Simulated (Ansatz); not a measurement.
Rh:

```xyz
1
Lattice="0.0000 1.8979 1.8979 1.8979 0.0000 1.8979 1.8979 1.8979 0.0000" Properties=species:S:1:pos:R:3 pbc="T T T"
Rh    0.0000    0.0000    0.0000
```

```yaml
Program: Ansatz 0.2.0
Task: single point
Functional: PBEsol
Potentials_or_basis: Ansatz PAW
Cutoff: "420 eV (not typed: the program's choice for these potentials)"
k_mesh: 12 × 12 × 12
Occupations: fermi-dirac, width 0.05 eV
Spin: no spin polarisation
```

On this cell: pressure -3.7 GPa; band gap on the k mesh none (metal or under the smearing width).

The same run follows on a disturbed copy (cell strained at random at fixed volume):

```
Rh
1.0
    -0.03933    1.88309    1.96246
     1.90193    0.03281    1.89032
     1.92465    1.83367    0.01009
Rh
1
Direct
  0.00477 0.00350 0.99418
```

What changes?

The energy (extrapolated to zero smearing) moves by +42.9 meV/atom; pressure -2.5 GPa; band gap on the k mesh none (metal or under the smearing width).

Stress tensor (GPa, compression positive):
```
-7.49  1.95  5.50
 1.95  4.86 -9.97
 5.50 -9.97 -4.74
```

Caveats: the PAW data sets come from PBE, with cores solved anew for the run's functional, which leaves a small shift of forces and pressure.
